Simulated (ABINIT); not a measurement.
Runs of ABINIT 10.8.3 (patched build) on WS2. The cell holds a slab with vacuum, 3 atoms: a = 3.184 Å, b = 3.184 Å, c = 16.951 Å, α = 90.00°, β = 90.00°, γ = 120.00°. 

```csv
task,level,cell,k mesh,cell freedom (optcell),cutoff smearing ecutsm (Ha),optimiser (ionmov),force stop (Ha/bohr),gap on the mesh (eV),largest force (eV/Å)
band structure,LDA,as given,10 × 10 × 2,-,-,-,-,1.98,0.41
single point,LDA,as given,13 × 13 × 3,-,-,-,-,(a),0.41
single point,LDA,as given,8 × 8 × 2,-,-,-,-,2.05,0.41
band structure,LDA-PZ,as given,10 × 10 × 2,-,-,-,-,1.98,0.39
relaxation of cell and atoms,LDA,relaxed,10 × 10 × 2,2,0.5,2,5e-05,2.27,-
```

Alike in all rows: potentials or basis JTH PAW LDA v2.0; no spin polarisation; cutoff (eV) 544; smearing fermi-dirac 0.05 eV.

Estimate the missing entries.

(a) 1.90.

Caveats: spin-orbit coupling is left out, which moves the levels of the heavy elements.

A k mesh can miss the band edges, and the runs leave out spin-orbit coupling on W.

Not every run made on this cell is shown here.
